**What pressure belongs to an InSb cell between two known volumes?**

Zinc blende InSb has been calculated with PBE at a series of volumes, and the pressure at 33.873 Å³/atom is to be predicted from the other rows. A positive pressure means that the cell pushes outward. The task looks like drawing a smooth curve through six points. One of the six, however, is in a different electronic state from the rest, and that shifts its pressure slightly.

Ansatz 0.2.0, DFT with the PBE functional for zinc blende InSb, spin-unpolarised and without spin–orbit coupling. The runs use PAW potentials, a 420 eV plane-wave cutoff, a 6×6×6 k mesh and Fermi–Dirac smearing of 0.02 eV. Pressures are calculated at fixed atoms and are positive in compression.

| volume (Å³/atom) | shortest distance (Å) | pressure (GPa) |
| --- | --- | --- |
| 31.480 | 2.734 | 7.790 |
| 33.873 | 2.802 | ? |
| 35.272 | 2.840 | 1.450 |
| 36.807 | 2.881 | -0.240 |
| 37.984 | 2.911 | -1.270 |
| 38.542 | 2.925 | -1.700 |
| 41.335 | 2.994 | -3.320 |

**Why the curve bends**

Pressure is the slope of energy against volume with its sign reversed. When the cell shrinks, the In–Sb bonds shorten and the electrons are squeezed into less space. Their kinetic energy and the repulsion between neighbouring atoms then rise faster than the bonding attraction. When the cell is stretched, this repulsion fades and only a soft pull inward remains.

The table shows the result. Between 31.480 and 35.272 Å³/atom the pressure falls by 1.67 GPa for each added Å³/atom. Between the two largest volumes it falls by only 0.58 GPa. The fall eases at every step along the known rows, so a straight line between two of these rows runs above the curve. For the row in question, the line between its neighbours gives 3.79 GPa, which serves as an upper limit.

**Why one row stands apart**

Two levels at the centre of the Brillouin zone, the point Γ, decide whether this crystal has a gap. One is a single s-like level, antibonding between In and Sb. The other is a threefold p-like level, which is bonding. Six electrons per cell are shared between them. If the p-like level is the lower one, they fill it exactly and a gap follows. If the s-like level is lower, it takes two of them, and the p-like level is left partly empty, with no gap. Shorter bonds push the antibonding level up relative to the bonding one, and longer bonds let it sink.

In the most compressed cell the s-like level lies 0.25 eV above the p-like one, and the crystal has a gap. At 35.272 Å³/atom it lies 0.40 eV below, and the gap is gone, as it is in all the larger cells. A straight line between these two values puts the crossing near 32.95 Å³/atom. The cell to be predicted should thus already have lost its gap, with the s-like level about 0.16 eV below the other.

The volume of this crossing belongs to the calculation and not to nature. PBE makes such gaps too small. Spin-orbit coupling, which is strong in InSb, is left out, and it would narrow the gap further by raising the top of the p-like levels. Real InSb keeps a small gap at its ordinary volume.

**How the crossing changes the pressure**

At the crossing, two electrons per cell at Γ move from the p-like level to the s-like one. From then on they occupy a level that sinks, relative to the one they left, as the cell expands. Expansion now lowers the energy a little more than before, so the cell pushes outward a little harder.

The size follows from three steps.

1. Relative to the p-like level, the s-like one drops by $0.255+0.403=0.658$ eV while the volume grows by $35.272-31.480=3.792$ Å³/atom. That is 0.174 eV per Å³/atom.
2. The mesh has $6\times6\times6=216$ points, so Γ stands for 1/216 of all electrons. Two electrons move per cell and the cell holds two atoms, so these factors cancel.
3. The jump is $0.174/216$ eV/Å³. One eV/Å³ is about 160 GPa, which gives 0.13 GPa.

This jump is largely a product of the coarse mesh, which treats a whole block of the zone as if it behaved like Γ. In a real crystal the exchange of levels starts at a single point and spreads gradually, so the pressure changes smoothly.

**The prediction**

The model is the third-order Birch–Murnaghan equation of state. It writes the energy as a cubic polynomial in $V^{-2/3}$, where $V$ is the volume per atom. Taking the slope gives the pressure

$$P = aV^{-5/3}+bV^{-7/3}+cV^{-3}.$$

The three constants were fitted to the six known rows, after the pressure of the gapped row had been raised by the estimated jump. All six points should then lie close to the branch without a gap, where the unknown row is expected too.

The forecasts are these:

- The pressure is positive and lies below the straight line between the neighbours.
- The gap is already closed, so the value needs no downward shift.
- The pressure is 3.38 GPa, with an error bar of ±0.06 GPa.

The bar is a judgement that covers the form of the curve and the size of the jump. If the gap were still open, the same model would give 3.25 GPa.

The withheld rows as computed:

| volume (Å³/atom) | shortest distance (Å) | pressure (GPa) |
| --- | --- | --- |
| 33.873 | 2.802 | 3.390 |

**What the result decides**

The computed pressure is 3.39 GPa, about 0.01 GPa above the forecast and well inside the bar. It also lies below the straight line, as the bending of the curve requires. The forecast of a closed gap holds too: in the computed cell the s-like level lies 0.17 eV below the p-like one, where about 0.16 eV was expected.

The hit is weak evidence for the jump itself. A plain fit to the same six rows, with no regard to the change of state, gives 3.34 GPa and would also have fallen inside the bar. Both curves are held by known points on either side, so they differ little at this volume.

A harder test is to fit only the five known rows without a gap and extend the curve to the gapped one. It comes out 0.24 GPa too high there. The sign is the one that the level crossing demands, but the size is nearly twice the estimated jump. Stretching the curve so far beyond its data probably accounts for part of this. The same curve already runs 0.02 GPa too high at the withheld row, where the gap is closed and no jump is due.

**What to do about it**

Check the gap at each volume before fitting an equation of state. If it closes within the range, correct for the jump, or fit each side separately if both hold enough volumes. Here the side with a gap has only one. A denser mesh is the cleaner cure: with twice as many points along each direction, Γ carries one eighth of the weight, and the estimated jump shrinks to about 0.02 GPa.

The same reasoning carries over to other crystals in which an antibonding level crosses a bonding one at a point that lies on the mesh. The faster the two levels part with volume, and the coarser the mesh, the larger the step in pressure.

Two more limits matter when these pressures are compared with measured ones. PBE makes this crystal too large: in the corrected fit the pressure vanishes only at 36.57 Å³/atom, while real InSb rests at roughly the volume of the predicted cell. The computed pressures are therefore too high for a given volume, and 3.39 GPa is PBE's value and not nature's. Real InSb also leaves the zinc blende structure at a few GPa, so the most compressed cell describes a crystal held in a structure that it would abandon. The printed output after this text gives the fits in full.

Numerical output:

```
fit of pressure + where(vol < vcross, jump, 0) on 6 rows: coefficient of u**5 -17.98 +/- 1, coefficient of u**7 -19.2 +/- 2, coefficient of u**9 37.28 +/- 0.97; rms 0.00567, worst 35.272 -0.00962, leave-one-out rms 0.0474
  rows outside the fit (model, value, miss): 33.873 3.378, 3.39, -0.0124
fit of pressure on 6 rows: coefficient of u**5 -23.47 +/- 2.1, coefficient of u**7 -7.851 +/- 4.2, coefficient of u**9 31.42 +/- 2; rms 0.0118, worst 35.272 -0.0206, leave-one-out rms 0.102
  rows outside the fit (model, value, miss): 33.873 3.341, 3.39, -0.0493
fit of pressure on 5 rows (vol > vcross): coefficient of u**5 -13.27 +/- 1.1, coefficient of u**7 -28.94 +/- 2.3, coefficient of u**9 42.3 +/- 1.2; rms 0.00184, worst 37.984 -0.00322, leave-one-out rms 0.0035
  rows outside the fit (model, value, miss): 31.48 8.029, 7.79, 0.239; 33.873 3.409, 3.39, 0.0192
singlet minus triplet at Gamma, volume 35.272, eV: -0.403
singlet minus triplet at Gamma, volume 38.542, eV: -0.8828
volume where the gap closes, straight line, Å³/atom: 32.95
singlet minus triplet expected at the withheld volume, eV: -0.1603
pressure jump from the level crossing on this mesh, GPa: 0.1287
straight line between the neighbours at the withheld volume, GPa: 3.789
forecast for the withheld row, GPa: 3.378
lower end of the forecast, GPa: 3.318
upper end of the forecast, GPa: 3.438
value if the gap were still open there, GPa: 3.249
volume of zero pressure from the corrected fit, Å³/atom: 36.57
bulk modulus at zero pressure from the corrected fit, GPa: 36.59
fall of pressure per Å³/atom, 31.480 to 35.272, GPa: 1.672
fall of pressure per Å³/atom, 38.542 to 41.335, GPa: 0.58
```
